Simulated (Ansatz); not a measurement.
A run of Ansatz 0.2.0 is set up as follows.

Contents of input.yaml:

```yaml
crystal:
  lattice:
    - [-1.62547, 1.62547, 2.4737]
    - [1.62547, -1.62547, 2.4737]
    - [1.62547, 1.62547, -2.4737]
  atoms:
    - { symbol: In, position: [0.0, 0.0, 0.0] }
hamiltonian:
  xc: pbe
  pseudopotentials: { kind: paw }
kpoints:
  mp_grid: { grid: [11, 11, 11] }
scf:
  occupations: { method: gaussian, width: 0.012 }
output:
  forces: true
  stress: true
  eigenvalues: true
  write_density: true
  write_potential: true
  elf: true
  volumetric_format: npy
```

Potentials or basis: Ansatz PAW.

Launch:

```bash
$ ansatz run input.yaml --threads 2 --pin off --max-ram 5632MiB --backend cpu --events-out ev --progress --plain --runs-dir out
```

(1) Estimate the band gap on the k mesh.

(2) What does it give for the pressure?

## Answers

(1) none (metal or under the smearing width).

(2) 2.0 GPa.
